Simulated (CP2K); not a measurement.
Crystal: TaN.

```xyz
2
Lattice="3.1273 0.0000 0.0000 1.5636 2.7083 0.0000 1.5636 0.9028 2.5534" Properties=species:S:1:pos:R:3 pbc="T T T"
Ta    3.1273    1.8055    1.2767
N     0.0000    0.0000    0.0000
```

The cell comes from a database or a generator and needn't be the stable form of this composition.

| Quantity | Value |
| --- | --- |
| Program | CP2K 2026.2 |
| Task | single point |
| Functional | PBE |
| Potentials or basis | POTENTIAL_UZH Ta GTH-PBE-q13, N GTH-PBE-q5; TZVP-MOLOPT-PBE-GTH basis |
| Density cutoff | 6123 eV |
| k mesh | 10 × 10 × 10 |
| Occupations | fermi-dirac, width 0.05 eV |
| Spin | no spin polarisation |

On this cell: pressure -5.8 GPa; largest force zero by symmetry; band gap on the k mesh none (metal or under the smearing width).

The same run follows on a disturbed copy (atoms moved at random, drawn with an rms of 0.05 Å):

```xyz
2
Lattice="3.1273 0.0000 0.0000 1.5636 2.7083 0.0000 1.5636 0.9028 2.5534" Properties=species:S:1:pos:R:3 pbc="T T T"
Ta    3.1902    1.7889    1.3507
N    -0.0388   -0.0256    0.0401
```

Question: What changes?

Answer: The energy (extrapolated to zero smearing) moves by +20.6 meV/atom; pressure -4.0 GPa; largest force 0.810 eV/Å; band gap on the k mesh none (metal or under the smearing width).

Forces on the atoms (eV/Å):
```
Ta  -0.767 -0.069 -0.249
N    0.767  0.069  0.250
```

Stress tensor (GPa, compression positive):
```
-3.76 -0.55  0.53
-0.55 -4.41 -0.89
 0.53 -0.89 -3.93
```

Caveats: the basis of atomic orbitals isn't converged, which shifts pressures, moduli and gaps.
